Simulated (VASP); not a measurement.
# C (P6_3/mmc) in VASP: notebook, part 2 of 2

VASP 6.6.1. The steps go on from the part before.

## 3. Single point, PBE

The COD entry that gives the cell may itself be a prediction, so a difference from it is no test against experiment.

INCAR

```
ALGO = Fast
EDIFF = 1E-7
ENCUT = 520
GGA = PE
ISIF = 2
ISMEAR = 0
LASPH = T
LCHARG = T
LELF = T
LREAL = F
LVHAR = T
LWAVE = F
NBANDS = 36
NELM = 60
PREC = Accurate
SIGMA = 0.014
```

KPOINTS

```
k-points
0
Gamma
  12 12 3
```

POSCAR

```
C
1.0
    2.5221000000      0.0000000000      0.0000000000
   -1.2610500000      2.1842026709      0.0000000000
    0.0000000000      0.0000000000     12.3557000000
C
12
Direct
    0.6666666667      0.3333333333      0.3541700000
    0.3333333333      0.6666666667      0.8541700000
    0.6666666667      0.3333333333      0.1458300000
    0.3333333333      0.6666666667      0.6458300000
    0.6666666667      0.3333333333      0.4791700000
    0.3333333333      0.6666666667      0.9791700000
    0.6666666667      0.3333333333      0.0208300000
    0.3333333333      0.6666666667      0.5208300000
    0.0000000000      0.0000000000      0.8125000000
    0.0000000000      0.0000000000      0.3125000000
    0.0000000000      0.0000000000      0.6875000000
    0.0000000000      0.0000000000      0.1875000000
```

Potentials or basis: VASP PAW PBE potentials, release 64 (C).

The run is started by

```console
$ cat potpaw_PBE.64/C/POTCAR > POTCAR
$ mpirun -np 1 vasp_std > vasp.out
```

OUTCAR:

```text
EDIFF = 1E-7
   ENCUT = 520
   GGA = PE
   ISIF = 2
   ISMEAR = 0
   LASPH = T
   LREAL = F
   NELM = 60
   PREC = Accurate

 ion  position               nearest neighbor table
   1  0.667  0.333  0.354-   5 1.54  10 1.54  10 1.54  10 1.54
   2  0.333  0.667  0.854-   6 1.54   9 1.54   9 1.54   9 1.54
   3  0.667  0.333  0.146-   7 1.54  12 1.54  12 1.54  12 1.54
   4  0.333  0.667  0.646-   8 1.54  11 1.54  11 1.54  11 1.54
   5  0.667  0.333  0.479-   8 1.54   8 1.54   8 1.54   1 1.54
   6  0.333  0.667  0.979-   7 1.54   7 1.54   7 1.54   2 1.54
   7  0.667  0.333  0.021-   6 1.54   6 1.54   6 1.54   3 1.54
   8  0.333  0.667  0.521-   5 1.54   5 1.54   5 1.54   4 1.54
   9  0.000  0.000  0.812-  11 1.54   2 1.54   2 1.54   2 1.54
  10  0.000  0.000  0.312-  12 1.54   1 1.54   1 1.54   1 1.54
  11  0.000  0.000  0.688-   9 1.54   4 1.54   4 1.54   4 1.54
  12  0.000  0.000  0.188-  10 1.54   3 1.54   3 1.54   3 1.54

  LATTYP: Found a hexagonal cell.
 ALAT       =     2.5221000000
 C/A-ratio  =     4.8989730780

  Lattice vectors:

 A1 = (   2.5221000000,   0.0000000000,   0.0000000000)
 A2 = (  -1.2610500000,   2.1842026709,   0.0000000000)
 A3 = (   0.0000000000,   0.0000000000,  12.3557000000)

Analysis of symmetry for initial positions (statically):
=====================================================================
 Subroutine PRICEL returns:
 Original cell was already a primitive cell.

 Routine SETGRP: Setting up the symmetry group for a
 hexagonal supercell.

 Subroutine GETGRP returns: Found 24 space group operations
 (whereof 12 operations were pure point group operations)
 out of a pool of 24 trial point group operations.

The static configuration has the point symmetry D_3d.
 The point group associated with its full space group is D_6h.

Analysis of symmetry for dynamics (positions and initial velocities):
=====================================================================
 Subroutine PRICEL returns:
 Original cell was already a primitive cell.

 Routine SETGRP: Setting up the symmetry group for a
 hexagonal supercell.

 Subroutine GETGRP returns: Found 24 space group operations
 (whereof 12 operations were pure point group operations)
 out of a pool of 24 trial point group operations.

The dynamic configuration has the point symmetry D_3d.
 The point group associated with its full space group is D_6h.

 Subroutine INISYM returns: Found 24 space group operations
 (whereof 12 operations are pure point group operations),
 and found     1 'primitive' translations

----------------------------------------------------------------------------------------

                                     Primitive cell

  volume of cell :      68.0648

  direct lattice vectors                    reciprocal lattice vectors
     2.522100000  0.000000000  0.000000000     0.396494984  0.228916486  0.000000000
    -1.261050000  2.184202671  0.000000000     0.000000000  0.457832972  0.000000000
     0.000000000  0.000000000 12.355700000     0.000000000  0.000000000  0.080934306

[... 86 lines left out ...]
   number of dos      NEDOS =    301   number of ions     NIONS =     12
   total plane-waves  NPLWV =  38400
   dimension x,y,z NGX =    20 NGY =   20 NGZ =   96
   dimension x,y,z NGXF=    40 NGYF=   40 NGZF=  192
   ions per type =              12
   NGX,Y,Z   is equivalent  to a cutoff of  13.18, 13.18, 12.92 a.u.
   NGXF,Y,Z  is equivalent  to a cutoff of  26.37, 26.37, 25.83 a.u.
 SYSTEM =  unknown system
   PREC   = accura    normal or accurate (medium, high low for compatibility)
   ISTART =      0    job   : 0-new  1-cont  2-samecut
   ICHARG =      2    charge: 1-file 2-atom 10-const
   ISPIN  =      1    spin polarized calculation?
   LNONCOLLINEAR =      F non collinear calculations
   LSORBIT =      F    spin-orbit coupling
   LASPH  =      T    aspherical Exc in radial PAW
   ENCUT  =  520.0 eV  38.22 Ry    6.18 a.u.   4.69  4.69 22.97*2*pi/ulx,y,z
   NELM   =     60;   NELMIN=  2; NELMDL= -5     # of ELM steps
   EDIFF  = 0.1E-06   stopping-criterion for ELM
   LREAL  =      F    real-space projection
   EDIFFG = 0.1E-05   stopping-criterion for IOM
   NSW    =      0    number of steps for IOM
   IBRION =     -1    ionic relax: 0-MD 1-quasi-New 2-CG
   NFREE  =      0    steps in history (QN), initial steepest desc. (CG)
   ISIF   =      2    stress and relaxation
   ISYM   =      2    0-nonsym 1-usesym 2-fastsym
   POTIM  = 0.5000    time-step for ionic-motion
   TEBEG  =    0.0;   TEEND  =   0.0 temperature during run
   PSTRESS=    0.0 pullay stress
   NELECT =      48.0000    total number of electrons
   NUPDOWN=      -1.0000    fix difference up-down
   EMIN   =  10.00;   EMAX   =-10.00  energy-range for DOS
   EFERMI =   0.00;   METHOD = LEGACY
   ISMEAR =     0;   SIGMA  =   0.01  broadening in eV -4-tet -1-fermi 0-gaus
   EFERMI_NEDOS =   21; number of points for ismear=-14 and -15
   IALGO  =     68    algorithm
   IMIX   =      4    mixing-type and parameters
     AMIX     =   0.40;   BMIX     =  1.00
     AMIX_MAG =   1.60;   BMIX_MAG =  1.00
  volume/ion in A,a.u.               =       5.67        38.28
  Fermi-wavevector in a.u.,A,eV,Ry     =   1.457184  2.753678 28.890408  2.123385
  Thomas-Fermi vector in A             =   2.574015
   LORBIT       =      0    0 simple, 1 ext, 2 COOP (PROOUT), +10 PAW based schemes
   GGA     = PE    functional components
   LHFCALC =     F    Hartree Fock is set to
   AEXX    =    0.0000 exact exchange contribution
   IVDW    =     0    specifies the selected vdW correction
   LEPSILON=     F    determine dielectric tensor
   LRPA    =     F    only Hartree local field effects (RPA)
 non-spin polarized calculation
 RMM-DIIS sequential band-by-band and
 Gauss-broadening in eV      SIGMA  =   0.01
  energy-cutoff  :      520.00
  volume of cell :       68.06
 maximum number of plane-waves:      1852
 NGX is ok and might be reduce to    20
   NGX =  9   NGY =  9   NGZ = 45

 number of electron      47.9999995 magnetization

 Free energy of the ion-electron system (eV)
  ---------------------------------------------------
  ext. energy  EPLUGINS =         0.00000000
  ---------------------------------------------------
  free energy    TOTEN  =      -109.02212835 eV

  energy without entropy =     -109.02212835  energy(sigma->0) =     -109.02212835

 E-fermi :   9.8974     XC(G=0): -13.2490

 val. band max:        9.8227759653   @ k =   0.0000   0.0000   0.0000
 cond. band min:      14.2027195851   @ k =   0.3333   0.0000   0.0000
 fundamental gap:      4.3799436198
 Fermi energy:         9.8974091046

 k-point     1 :       0.0000    0.0000    0.0000
  band No.  band energies     occupation
      1     -11.7566      2.00000
      2     -11.0109      2.00000
      3     -10.9656      2.00000
      4      -8.7453      2.00000
      5      -8.7226      2.00000
      6      -5.9571      2.00000
[... 925 lines left out ...]
     35      18.8845      0.00000
     36      19.6500      0.00000

 [... further k-points ...]

------------------------ aborting loop because EDIFF is reached ----------------------------------------

  FORCE on cell =-STRESS in cart. coord.  units (eV):
  Direction    XX          YY          ZZ          XY          YZ          ZX
  --------------------------------------------------------------------------------------
  -------------------------------------------------------------------------------------
  Total        0.0091155      0.0091155      3.4835936      0.0000000      0.0000000      0.0000000
  in kB        0.2145687      0.2145687     82.0003072      0.0000000      0.0000000      0.0000000
  external PRESSURE =      27.4764815 kB  Pullay stress =       0.0000000 kB

 VOLUME and BASIS-vectors are now :
 -----------------------------------------------------------------------------
  energy-cutoff  :      520.00
  volume of cell :       68.06
      direct lattice vectors                 reciprocal lattice vectors
     2.522100000  0.000000000  0.000000000     0.396494984  0.228916486  0.000000000
    -1.261050000  2.184202671  0.000000000     0.000000000  0.457832972  0.000000000
     0.000000000  0.000000000 12.355700000     0.000000000  0.000000000  0.080934306

 POSITION                                       TOTAL-FORCE (eV/Angst)
 -----------------------------------------------------------------------------------
      1.26105      0.72807      4.37602         0.000000     -0.000000      0.309692
     -0.00000      1.45614     10.55387        -0.000000      0.000000      0.309692
      1.26105      0.72807      1.80183         0.000000     -0.000000     -0.309692
     -0.00000      1.45614      7.97968         0.000000      0.000000     -0.309692
      1.26105      0.72807      5.92048         0.000000     -0.000000     -0.026802
     -0.00000      1.45614     12.09833        -0.000000      0.000000     -0.026802
      1.26105      0.72807      0.25737         0.000000      0.000000      0.026802
     -0.00000      1.45614      6.43522        -0.000000      0.000000      0.026802
      0.00000      0.00000     10.03901         0.000000      0.000000      0.331940
      0.00000      0.00000      3.86116        -0.000000      0.000000      0.331940
      0.00000      0.00000      8.49454         0.000000     -0.000000     -0.331940
      0.00000      0.00000      2.31669        -0.000000      0.000000     -0.331940
 -----------------------------------------------------------------------------------
    total drift:                               -0.000000      0.000000      0.000000

  FREE ENERGIE OF THE ION-ELECTRON SYSTEM (eV)
  ---------------------------------------------------
  free  energy   TOTEN  =      -109.0221283526 eV

  energy  without entropy=     -109.0221283526  energy(sigma->0) =     -109.02212835
```

It took 2 min on 1 thread of Intel Xeon Platinum 8259CL at 2.50GHz (Skylake/Cascade Lake), shared host; peak memory 0.21 GiB.

Results:

```
Free energy            : -109.0221 eV
Pressure               : 2.7 GPa
Largest force          : 0.332 eV/Å
Band gap on the k mesh : 4.38 eV, indirect (least direct gap 5.30 eV)
```

Forces on the atoms (eV/Å):
```
C    0.000  0.000  0.310
C    0.000  0.000  0.310
C    0.000  0.000 -0.310
C    0.000  0.000 -0.310
C    0.000  0.000 -0.027
C    0.000  0.000 -0.027
C    0.000  0.000  0.027
C    0.000  0.000  0.027
C    0.000  0.000  0.332
C    0.000  0.000  0.332
C    0.000  0.000 -0.332
C    0.000  0.000 -0.332
```

Stress tensor (GPa, compression positive):
```
0.02 0.00 0.00
0.00 0.02 0.00
0.00 0.00 8.20
```

Caveat: an odd mesh through Γ misses points on the zone boundary, where band edges often lie.

## 4. Relaxation of cell and atoms, BLYP+D3

INCAR

```
SYSTEM = C
AGGAC = 1.0
AGGAX = 1.0
ALDAC = 0.0
ALDAX = 1.0
ALGO = Fast
EDIFF = 1E-6
EDIFFG = -0.02
ENCUT = 600
GGA = B5
IBRION = 2
ISIF = 3
ISMEAR = -1
IVDW = 11
LASPH = .TRUE.
LCHARG = .FALSE.
LREAL = .FALSE.
LWAVE = .FALSE.
NELM = 60
NSW = 60
PREC = Accurate
SIGMA = 0.05
VDW_S6 = 1.0
VDW_S8 = 1.682
VDW_SR = 1.094
VDW_SR8 = 1.0
```

KPOINTS

```
k-points
0
G
  12 12 3
  0 0 0
```

POSCAR is that of step 3.

The run is started by

```console
$ cat potpaw_PBE.64/C/POTCAR > POTCAR
$ mpirun -np 1 vasp_std > vasp.out
```

Wall time 7.3 min (1 thread of Intel Xeon Platinum 8259CL at 2.50GHz (Skylake/Cascade Lake), shared host); peak memory 0.26 GiB.

The run converged. Its results:

```yaml
Free_energy: -102.4858 eV
Relaxed_volume: 5.76 Å³/atom
Relaxed_cell: a = 2.529 Å, b = 2.529 Å, c = 12.471 Å, α = 90.00°, β = 90.00°, γ = 120.00°
Space_group_after_relaxing_to_0.05_Å: P6_3/mmc (No. 194)
Energy_gained_by_relaxing: 3.1 meV/atom
Ionic_steps: 7
Pressure_after_relaxing: 0.0 GPa
Largest_force_after_relaxing: 0.011 eV/Å
Band_gap_on_the_k_mesh: 4.71 eV, indirect (least direct gap 5.52 eV)
Dispersion_energy_per_atom: -0.183 eV
```

Forces in eV/Å, atoms in the order of the input:
```
C    0.000  0.000 -0.011
C    0.000  0.000 -0.011
C    0.000  0.000  0.011
C    0.000  0.000  0.011
C    0.000  0.000  0.007
C    0.000  0.000  0.007
C    0.000  0.000 -0.007
C    0.000  0.000 -0.007
C    0.000  0.000 -0.011
C    0.000  0.000 -0.011
C    0.000  0.000  0.011
C    0.000  0.000  0.011
```

Step by step:
| step | energy change (eV) | largest force (eV/Å) | pressure (GPa) | volume (Å³) |
| --- | --- | --- | --- | --- |
| 1 | 0.0000 | 0.3222 | 6.38 | 68.06 |
| 2 | 0.0036 | 0.2713 | -6.76 | 70.31 |
| 3 | -0.0367 | 0.0913 | -0.23 | 69.14 |
| 4 | -0.0367 | 0.0888 | -0.10 | 69.12 |
| 5 | -0.0361 | 0.1692 | 0.04 | 69.09 |
| 6 | -0.0372 | 0.0263 | -0.05 | 69.11 |
| 7 | -0.0372 | 0.0115 | 0.05 | 69.09 |

Final structure:
```
CELL_PARAMETERS angstrom
2.52925 0.00000 0.00000
-1.26463 2.19039 0.00000
0.00000 0.00000 12.47116
ATOMIC_POSITIONS crystal
C 0.66667 0.33333 0.35489
C 0.33333 0.66667 0.85489
C 0.66667 0.33333 0.14511
C 0.33333 0.66667 0.64511
C 0.66667 0.33333 0.47923
C 0.33333 0.66667 0.97923
C 0.66667 0.33333 0.02077
C 0.33333 0.66667 0.52077
C 0.00000 0.00000 0.81317
C 0.00000 0.00000 0.31317
C 0.00000 0.00000 0.68683
C 0.00000 0.00000 0.18683
```

Levels at points of the mesh, in eV from the valence-band top:
```csv
k point,band 21,band 22,band 23,band 24,band 25,band 26,band 27,band 28
"(0.00, 0.00, 0.00)",-0.94,-0.13,0.00,0.00,5.52,5.52,5.63,6.58
"(0.50, 0.00, 0.00)",-3.93,-3.88,-3.46,-2.81,4.95,5.52,5.60,5.90
```

Caveat: the PAW data sets were made with another functional, which shifts forces and pressure a little; an odd mesh through Γ misses points on the zone boundary, where band edges often lie.

## 5. Relaxation of cell and atoms, BLYP+D3(BJ)

INCAR

```
PREC     = Accurate       # precision mode
ENCUT    = 600            # plane-wave cutoff, eV
EDIFF    = 1E-6           # SCF threshold, eV
ISMEAR   = -1             # smearing method
SIGMA    = 0.05           # smearing width, eV
LREAL    = False          # projectors in reciprocal space
LASPH    = True           # aspherical terms in the spheres
NELM     = 60             # most SCF steps
ALGO     = Normal         # electronic algorithm
ISIF     = 3              # what is computed and relaxed
LWAVE    = False          # write WAVECAR
LCHARG   = False          # write CHGCAR
GGA      = B5             # functional
ALDAX    = 1.0          
AGGAX    = 1.0          
AGGAC    = 1.0          
ALDAC    = 0.0          
IVDW     = 12             # dispersion correction
VDW_S6   = 1.0          
VDW_S8   = 2.6996       
VDW_A1   = 0.4298       
VDW_A2   = 4.2359       
IBRION   = 2              # ionic algorithm
NSW      = 40             # ionic steps
EDIFFG   = -0.01          # ionic threshold
```

KPOINTS

```
Automatic mesh
0
Gamma
  12 12 3
```

POSCAR is that of step 4.

The run is started by

```console
$ cat potpaw_PBE.64/C/POTCAR > POTCAR
$ mpirun -np 1 vasp_std > vasp.out
```

Wall time 6.2 min (1 thread of Intel Xeon Platinum 8259CL at 2.50GHz (Skylake/Cascade Lake), shared host); peak memory 0.25 GiB.

It converged, with:

```yaml
Free_energy: -104.6682 eV
Relaxed_volume: 5.69 Å³/atom
Relaxed_cell: a = 2.519 Å, b = 2.519 Å, c = 12.419 Å, α = 90.00°, β = 90.00°, γ = 120.00°
Space_group_after_relaxing_to_0.05_Å: P6_3/mmc (No. 194)
Energy_gained_by_relaxing: 1.6 meV/atom
Ionic_steps: 6
Pressure_after_relaxing: 0.1 GPa
Largest_force_after_relaxing: 0.007 eV/Å
Band_gap_on_the_k_mesh: 4.74 eV, indirect (least direct gap 5.55 eV)
Dispersion_energy_per_atom: -0.368 eV
```

Forces on the atoms (eV/Å):
```
C    0.000  0.000 -0.007
C    0.000  0.000 -0.007
C    0.000  0.000  0.007
C    0.000  0.000  0.007
C    0.000  0.000  0.005
C    0.000  0.000  0.005
C    0.000  0.000 -0.005
C    0.000  0.000 -0.005
C    0.000  0.000 -0.006
C    0.000  0.000 -0.006
C    0.000  0.000  0.006
C    0.000  0.000  0.006
```

Stress tensor (GPa, compression positive):
```
0.00 0.00 0.00
0.00 0.00 0.00
0.00 0.00 0.21
```

The path:
| step | energy change (eV) | largest force (eV/Å) | pressure (GPa) | volume (Å³) |
| --- | --- | --- | --- | --- |
| 1 | 0.0000 | 0.3224 | 1.13 | 68.06 |
| 2 | -0.0009 | 0.3023 | -1.23 | 68.46 |
| 3 | -0.0184 | 0.0974 | -0.13 | 68.26 |
| 4 | -0.0175 | 0.1908 | 0.04 | 68.23 |
| 5 | -0.0189 | 0.0135 | -0.08 | 68.25 |
| 6 | -0.0189 | 0.0069 | 0.07 | 68.23 |

Final structure:
```
C
1.0
     2.51871    0.00000    0.00000
    -1.25935    2.18126    0.00000
     0.00000    0.00000   12.41872
C
12
Direct
  0.66667 0.33333 0.35492
  0.33333 0.66667 0.85492
  0.66667 0.33333 0.14508
  0.33333 0.66667 0.64508
  0.66667 0.33333 0.47923
  0.33333 0.66667 0.97923
  0.66667 0.33333 0.02077
  0.33333 0.66667 0.52077
  0.00000 0.00000 0.81316
  0.00000 0.00000 0.31316
  0.00000 0.00000 0.68684
  0.00000 0.00000 0.18684
```

Levels at points of the mesh, in eV from the valence-band top:
```csv
k point,band 20,band 21,band 22,band 23,band 24,band 25,band 26,band 27,band 28,band 29
"(0.00, 0.00, 0.00)",-0.95,-0.95,-0.14,0.00,0.00,5.55,5.55,5.66,6.62,6.62
"(0.50, 0.00, 0.00)",-4.28,-3.98,-3.93,-3.51,-2.85,4.98,5.55,5.63,5.94,6.99
```

Caveat: the PAW data sets were made with another functional, which shifts forces and pressure a little; an odd mesh through Γ misses points on the zone boundary, where band edges often lie. BLYP gaps usually lie below the measured ones, often by a third to a half.

## 6. The runs side by side

```csv
task,level,potentials or basis,cell,k mesh,cutoff (eV),smearing,ladder,gap on the mesh (eV),pressure (GPa),relaxed volume (Å³/atom),largest force (eV/Å)
relaxation of cell and atoms,LDA,"VASP PAW LDA potentials, release 64 (C)",relaxed,10 × 10 × 4,600,gaussian 0.02 eV,gaps,4.48,0.0,5.52,-
single point,PBE,"VASP PAW PBE potentials, release 64 (C)",as given,12 × 12 × 3,520,gaussian 0.014 eV,-,4.38,2.7,-,0.33
relaxation of cell and atoms,BLYP+D3,"VASP PAW PBE potentials, release 64 (C)",relaxed,12 × 12 × 3,600,fermi-dirac 0.05 eV,-,4.71,0.0,5.76,0.01
relaxation of cell and atoms,BLYP+D3(BJ),"VASP PAW PBE potentials, release 64 (C)",relaxed,12 × 12 × 3,600,fermi-dirac 0.05 eV,-,4.74,0.1,5.69,0.01
```

Alike in all rows: no spin polarisation.

Caveats: an odd mesh through Γ misses points on the zone boundary, where band edges often lie (some runs); the PAW data sets were made with another functional, which shifts forces and pressure a little (some runs).

Absolute energies hang on the potentials; compare differences alone.
